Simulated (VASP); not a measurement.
# Ga (P2_1/m) in VASP: further runs

Runs on Ga. Level: r2SCAN. Tasks: single point.

Program: VASP 6.6.1. These are calculated values, not measurements. Logs are shortened: lines on timing, memory, paths and dates and some standing lists are left out, and cuts for length are marked.

### Step 1. Starting point

Symmetry: P2_1/m, No. 11, monoclinic system. Conventional cell: a = 2.778 Å, b = 3.282 Å, c = 4.210 Å, α = 90.00°, β = 108.61°, γ = 90.00°. Ga (site symmetry m) is surrounded by 8 Ga at 2.71 to 2.84 Å.

This isn't the form of Ga at room conditions, which is orthorhombic.

### Step 2. Single point, r2SCAN

INCAR

```
SYSTEM = Ga
PREC = Normal ; ENCUT = 400
EDIFF = 1E-6 ; ISMEAR = -1
SIGMA = 0.2 ; LREAL = .FALSE.
LASPH = .TRUE. ; NELM = 100
ALGO = Normal ; ISIF = 2
LWAVE = .FALSE. ; LCHARG = .FALSE.
METAGGA = R2SCAN ; LMIXTAU = .TRUE.
ADDGRID = .FALSE.
```

KPOINTS

```
Automatic mesh
0
G
  7 6 5
  0 0 0
```

POSCAR

```
Ga
1.0
    2.7784220849      0.0000000000      0.0000000000
    0.0000000000      3.2816087900      0.0000000000
   -1.3434310986      0.0000000000      3.9902731763
Ga
2
Direct
    0.1345962700      0.7500000000      0.7701668300
    0.8654037300      0.2500000000      0.2298331700
```

Potentials or basis: VASP PAW PBE potentials, release 64 (Ga_d).

The run is started by

```sh
$ cat potpaw_PBE.64/Ga_d/POTCAR > POTCAR
$ mpirun -np 1 vasp_std > vasp.out
```

OUTCAR:

```text
SYSTEM = Ga
   PREC = Normal
   ENCUT = 400
   EDIFF = 1E-6
   ISMEAR = -1
   LREAL = .FALSE.
   LASPH = .TRUE.
   NELM = 100
   ISIF = 2
   METAGGA = R2SCAN

 Found     72 irreducible k-points:

 Following reciprocal coordinates:
            Coordinates               Weight
  0.000000  0.000000  0.000000      1.000000
  0.142857  0.000000 -0.000000      2.000000
  0.285714  0.000000 -0.000000      2.000000
  0.428571  0.000000 -0.000000      2.000000
  0.000000  0.166667  0.000000      2.000000
  0.142857  0.166667 -0.000000      4.000000
   k-points           NKPTS =     72   k-points in BZ     NKDIM =     72   number of bands    NBANDS=     17
   number of dos      NEDOS =    301   number of ions     NIONS =      2
   total plane-waves  NPLWV =   5376
   dimension x,y,z NGX =    14 NGY =   16 NGZ =   24
   dimension x,y,z NGXF=    28 NGYF=   32 NGZF=   48
   ions per type =               2
   NGX,Y,Z   is equivalent  to a cutoff of   8.38,  8.11,  9.48 a.u.
   NGXF,Y,Z  is equivalent  to a cutoff of  16.75, 16.21, 18.95 a.u.
 SYSTEM =  Ga
   PREC   = normal    normal or accurate (medium, high low for compatibility)
   ISTART =      0    job   : 0-new  1-cont  2-samecut
   ICHARG =      2    charge: 1-file 2-atom 10-const
   ISPIN  =      1    spin polarized calculation?
   LNONCOLLINEAR =      F non collinear calculations
   LSORBIT =      F    spin-orbit coupling
   LASPH  =      T    aspherical Exc in radial PAW
   ENCUT  =  400.0 eV  29.40 Ry    5.42 a.u.   4.53  5.35  6.87*2*pi/ulx,y,z
   NELM   =    100;   NELMIN=  2; NELMDL= -5     # of ELM steps
   EDIFF  = 0.1E-05   stopping-criterion for ELM
   LREAL  =      F    real-space projection
   EDIFFG = 0.1E-04   stopping-criterion for IOM
   NSW    =      0    number of steps for IOM
   IBRION =     -1    ionic relax: 0-MD 1-quasi-New 2-CG
   NFREE  =      0    steps in history (QN), initial steepest desc. (CG)
   ISIF   =      2    stress and relaxation
   ISYM   =      2    0-nonsym 1-usesym 2-fastsym
   POTIM  = 0.5000    time-step for ionic-motion
   TEBEG  =    0.0;   TEEND  =   0.0 temperature during run
   PSTRESS=    0.0 pullay stress
   NELECT =      26.0000    total number of electrons
   NUPDOWN=      -1.0000    fix difference up-down
   EMIN   =  10.00;   EMAX   =-10.00  energy-range for DOS
   EFERMI =   0.00;   METHOD = LEGACY
   ISMEAR =    -1;   SIGMA  =   0.20  broadening in eV -4-tet -1-fermi 0-gaus
   EFERMI_NEDOS =   21; number of points for ismear=-14 and -15
   IALGO  =     38    algorithm
   IMIX   =      4    mixing-type and parameters
     AMIX     =   0.40;   BMIX     =  1.00
     AMIX_MAG =   1.60;   BMIX_MAG =  1.00
  volume/ion in A,a.u.               =      18.19       122.76
  Fermi-wavevector in a.u.,A,eV,Ry     =   1.463648  2.765894 29.147302  2.142266
  Thomas-Fermi vector in A             =   2.579718
   LORBIT       =      0    0 simple, 1 ext, 2 COOP (PROOUT), +10 PAW based schemes
   METAGGA = R2SCAN    functional components
   LHFCALC =     F    Hartree Fock is set to
   AEXX    =    0.0000 exact exchange contribution
   IVDW    =     0    specifies the selected vdW correction
   LEPSILON=     F    determine dielectric tensor
   LRPA    =     F    only Hartree local field effects (RPA)
 non-spin polarized calculation
  energy-cutoff  :      400.00
  volume of cell :       36.38
 maximum number of plane-waves:       672
   NGX =  9   NGY = 11   NGZ = 13

 number of electron      26.0000052 magnetization

 Free energy of the ion-electron system (eV)
  ---------------------------------------------------
  ext. energy  EPLUGINS =         0.00000000
  ---------------------------------------------------
  free energy    TOTEN  =       -22.72910643 eV

  energy without entropy =      -22.62663706  energy(sigma->0) =      -22.67787175

 E-fermi :   5.7952     XC(G=0): -12.2553

 val. band max:        5.7784993466   @ k =  -0.2857   0.1667   0.4000
 cond. band min:       5.8191294806   @ k =  -0.1429   0.3333   0.4000
 fundamental gap:      0.0406301340
 Fermi energy:         5.7952209115

 k-point     1 :       0.0000    0.0000    0.0000
  band No.  band energies     occupation
      1      -9.9901      2.00000
      2      -9.9761      2.00000
      3      -9.9159      2.00000
      4      -9.9082      2.00000
      5      -9.6362      2.00000
      6      -9.6348      2.00000
[... 9 lines left out ...]
     16      15.4403      0.00000
     17      16.6348      0.00000

 k-point     2 :       0.1429    0.0000   -0.0000
  band No.  band energies     occupation
      1      -9.9612      2.00000
      2      -9.9575      2.00000
      3      -9.8818      2.00000
      4      -9.8267      2.00000
      5      -9.6721      2.00000
      6      -9.6638      2.00000
[... 9 lines left out ...]
     16      12.2135      0.00000
     17      13.2007      0.00000

 k-point     3 :       0.2857    0.0000   -0.0000
  band No.  band energies     occupation
      1      -9.9316      2.00000
      2      -9.9043      2.00000
      3      -9.8076      2.00000
      4      -9.7723      2.00000
      5      -9.7556      2.00000
      6      -9.6410      2.00000
[... 9 lines left out ...]
     16       9.8424      0.00000
     17      13.5474      0.00000

 k-point     4 :       0.4286    0.0000   -0.0000
  band No.  band energies     occupation
      1      -9.9134      2.00000
      2      -9.9027      2.00000
      3      -9.8280      2.00000
      4      -9.8079      2.00000
      5      -9.7845      2.00000
      6      -9.6518      2.00000
[... 9 lines left out ...]
     16      11.7223      0.00000
     17      15.4774      0.00000

 k-point     5 :       0.0000    0.1667    0.0000
  band No.  band energies     occupation
      1     -10.0033      2.00000
      2      -9.9375      2.00000
      3      -9.9108      2.00000
      4      -9.8667      2.00000
      5      -9.6779      2.00000
      6      -9.6736      2.00000
[... 9 lines left out ...]
     16      14.4860      0.00000
     17      15.3002      0.00000

 k-point     6 :       0.1429    0.1667   -0.0000
  band No.  band energies     occupation
      1      -9.9731      2.00000
      2      -9.9103      2.00000
      3      -9.8672      2.00000
      4      -9.8103      2.00000
      5      -9.7289      2.00000
      6      -9.6855      2.00000
[... 9 lines left out ...]
     16      13.0832      0.00000
     17      14.0931      0.00000

 [... further k-points ...]

------------------------ aborting loop because EDIFF is reached ----------------------------------------

  FORCE on cell =-STRESS in cart. coord.  units (eV):
  Direction    XX          YY          ZZ          XY          YZ          ZX
  --------------------------------------------------------------------------------------
  -------------------------------------------------------------------------------------
  Total        0.0014887      0.1793674     -0.3824421      0.0000000      0.0000000     -0.0695325
  in kB        0.0655596      7.8988972    -16.8418055      0.0000000      0.0000000     -3.0620372
  external PRESSURE =      -2.9591162 kB  Pullay stress =       0.0000000 kB

 VOLUME and BASIS-vectors are now :
 -----------------------------------------------------------------------------
  energy-cutoff  :      400.00
  volume of cell :       36.38
      direct lattice vectors                 reciprocal lattice vectors
     2.778422085  0.000000000  0.000000000     0.359916517  0.000000000  0.121175424
     0.000000000  3.281608790  0.000000000     0.000000000  0.304728584  0.000000000
    -1.343431099  0.000000000  3.990273176     0.000000000  0.000000000  0.250609408

 POSITION                                       TOTAL-FORCE (eV/Angst)
 -----------------------------------------------------------------------------------
     -0.66070      2.46121      3.07318        -0.011799      0.000000     -0.123276
      2.09569      0.82040      0.91710         0.011799      0.000000      0.123276
 -----------------------------------------------------------------------------------
    total drift:                               -0.000000     -0.000000      0.000000

  FREE ENERGIE OF THE ION-ELECTRON SYSTEM (eV)
  ---------------------------------------------------
  free  energy   TOTEN  =       -22.7291064279 eV

  energy  without entropy=      -22.6266370645  energy(sigma->0) =      -22.67787175
```

stdout:

```text
POSCAR found type information on POSCAR Ga
 POSCAR found :  1 types and       2 ions
 scaLAPACK will be used
 -----------------------------------------------------------------------------
|                                                                             |
|                                                                             |
|     You enforced a specific xc type in the INCAR file but a different       |
|     I HOPE YOU KNOW WHAT YOU ARE DOING!                                     |
|                                                                             |
 -----------------------------------------------------------------------------

 LDA part: xc-table for (None), standard interpolation
 POSCAR, INCAR and KPOINTS ok, starting setup
 FFT: planning ... GRIDC
 FFT: planning ... GRID_SOFT
 FFT: planning ... GRID
 WAVECAR not read
 entering main loop
```

Run time: 27 s. Hardware: 1 thread of Intel Xeon 6975P-C (Granite Rapids), shared host; peak memory 0.13 GiB.

The run converged, but some of its settings lie outside the range that counts as converged, so its numbers aren't taken as properties of the crystal.

Results:

| Item | Value |
| --- | --- |
| Free energy | -22.7291 eV |
| Pressure | -0.3 GPa |
| Largest force | 0.124 eV/Å |
| Band gap on the k mesh | none (metal or under the smearing width) |

Caveat: the PAW data sets were made with another functional, which shifts forces and pressure a little.

### Step 3. Single point, r2SCAN

INCAR

```
SYSTEM = Ga
PREC = Accurate ; ENCUT = 400
EDIFF = 1E-6 ; ISMEAR = -1
SIGMA = 0.2 ; LREAL = Auto
LASPH = .TRUE. ; NELM = 100
ALGO = Normal ; ISIF = 2
LWAVE = .FALSE. ; LCHARG = .FALSE.
METAGGA = R2SCAN ; LMIXTAU = .TRUE.
ADDGRID = .FALSE.
```

KPOINTS is that of step 2.

POSCAR is that of step 2.

Potentials or basis: VASP PAW PBE potentials, release 64 (Ga_d).

The run is started by

```sh
$ cat potpaw_PBE.64/Ga_d/POTCAR > POTCAR
$ mpirun -np 1 vasp_std > vasp.out
```

Wall time 65 s (1 thread of Intel Xeon 6975P-C (Granite Rapids), shared host); peak memory 0.15 GiB.

The run converged, but some of its settings lie outside the range that counts as converged, so its numbers aren't taken as properties of the crystal.

Results:

| Quantity | Value |
| --- | --- |
| Free energy | -22.7273 eV |
| Pressure | -0.3 GPa |
| Largest force | 0.113 eV/Å |
| Band gap on the k mesh | none (metal or under the smearing width) |

Caveat: the PAW data sets were made with another functional, which shifts forces and pressure a little.

### Step 4. Single point, r2SCAN

INCAR, as its differences from that of step 3:

```diff
@@ -2,4 +2,4 @@
 PREC = Accurate ; ENCUT = 400
-EDIFF = 1E-6 ; ISMEAR = -1
-SIGMA = 0.2 ; LREAL = Auto
+EDIFF = 0.01 ; ISMEAR = -1
+SIGMA = 0.2 ; LREAL = .FALSE.
 LASPH = .TRUE. ; NELM = 100
```

KPOINTS is that of step 3.

POSCAR is that of step 3.

The run is started by

```sh
$ cat potpaw_PBE.64/Ga_d/POTCAR > POTCAR
$ mpirun -np 1 vasp_std > vasp.out
```

Wall time 30 s (1 thread of Intel Xeon 6975P-C (Granite Rapids), shared host); peak memory 0.15 GiB.

The run converged, but some of its settings lie outside the range that counts as converged, so its numbers aren't taken as properties of the crystal.

What came out:

* Free energy: -22.7197 eV
* Pressure: -16.0 GPa
* Largest force: 0.118 eV/Å
* Band gap on the k mesh: none (metal or under the smearing width)

Caveat: the PAW data sets were made with another functional, which shifts forces and pressure a little.

### Step 5. The reference run

An earlier run on the cell as given: functional PBE; potentials or basis VASP PAW PBE potentials, release 64 (Ga_d); cutoff 520 eV; k mesh 10 × 8 × 7; occupations fermi-dirac, width 0.05 eV; no spin polarisation.

- Pressure: 3.2 GPa
- Largest force: 0.087 eV/Å
- Band gap on the k mesh: none (metal or under the smearing width)
